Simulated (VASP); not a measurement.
NiO:

```
Ni O
1.0
     0.00000    2.09131    2.09131
     2.09131    0.00000    2.09131
     2.09131    2.09131    0.00000
Ni O
1 1
Direct
  0.00000 0.00000 0.00000
  0.50000 0.50000 0.50000
```

* Program: VASP 6.6.1
* Task: relaxation of cell and atoms
* Functional: PBE
* Potentials or basis: VASP PAW PBE potentials, release 64 (Ni, O)
* Cutoff: 900 eV
* k mesh: 8 × 8 × 8
* Occupations: fermi-dirac, width 0.05 eV
* Spin: collinear spin, ferromagnetic start
* Starting moments: [1.0, 0.0] μB

At the start: pressure 4.9 GPa; volume 9.15 Å³/atom.

**Question.** Where does the relaxation end?

**Answer.** Over 3 steps the energy falls by 3.5 meV/atom and the volume is 9.38 Å³/atom (+2.6 %); space group Fm-3m (No. 225, to 0.05 Å); moment 1.83 μB per cell.

Step by step:
```
step  energy change (eV)  largest force (eV/Å)  pressure (GPa)  volume (Å³)
   1              0.0000                0.0000            4.86        18.29
   2             -0.0049                0.0000           -2.52        19.04
   3             -0.0070                0.0000            0.02        18.77
```

Final structure:
```cif
data_structure
_symmetry_space_group_name_H-M 'P 1'
_symmetry_Int_Tables_number 1
_cell_length_a 2.9829
_cell_length_b 2.9829
_cell_length_c 2.9829
_cell_angle_alpha 60.000
_cell_angle_beta 60.000
_cell_angle_gamma 60.000
_cell_volume 18.77
loop_
_atom_site_label
_atom_site_type_symbol
_atom_site_fract_x
_atom_site_fract_y
_atom_site_fract_z
_atom_site_occupancy
Ni1 Ni 0.00000 0.00000 0.00000 1
O1 O 0.50000 0.50000 0.50000 1
```

Caveat: a cell with one magnetic atom can't hold antiferromagnetic order, which such compounds often take.
